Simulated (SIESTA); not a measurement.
The system is Fe.

```
Fe
1.0
    -1.44300    1.44300    1.44300
     1.44300   -1.44300    1.44300
     1.44300    1.44300   -1.44300
Fe
1
Direct
  0.00000 0.00000 0.00000
```

| Property | Result |
| --- | --- |
| Program | SIESTA 5.4.2 |
| Task | single point |
| Functional | PBEsol |
| Potentials or basis | PseudoDojo 0.4 standard (PBEsol files) |
| Basis | DZP (energy shift 0.003 Ry; two zetas on semicore shells) |
| Grid cutoff | 800 Ry |
| Energy shift | 0.003 Ry |
| k mesh | 13 × 13 × 13 |
| Occupations | fermi-dirac, width 0.05 eV |
| Spin | collinear spin, ferromagnetic start |
| Starting moments | [3.0] μB |

On this cell: pressure -17.2 GPa; net moment 2.36 μB per cell; site moments Fe +2.36 μB; band gap on the k mesh none (metal or under the smearing width).

The same run follows on a disturbed copy (cell strained at random at fixed volume):

```xyz
1
Lattice="-1.4815 1.4342 1.4590 1.4675 -1.4310 1.4417 1.4535 1.4030 -1.4557" Properties=species:S:1:pos:R:3 pbc="T T T"
Fe   -0.0126   -0.0290   -0.0073
```

**Question.** What does the disturbed cell give?

**Answer.** The energy (extrapolated to zero smearing) moves by +3.1 meV/atom; pressure -16.6 GPa; net moment 2.38 μB per cell; site moments Fe +2.38 μB; band gap on the k mesh none (metal or under the smearing width).

Stress tensor (GPa, compression positive):
```
-17.67   1.21   0.49
  1.21 -14.99   0.10
  0.49   0.10 -17.07
```

Caveats: short orbitals over semicore shells can move pressures by several GPa; the basis of atomic orbitals isn't converged, which shifts pressures, moduli and gaps; so large a pressure means that the cell lies far from this level's equilibrium, or that cutoff or potentials fall short (some runs).
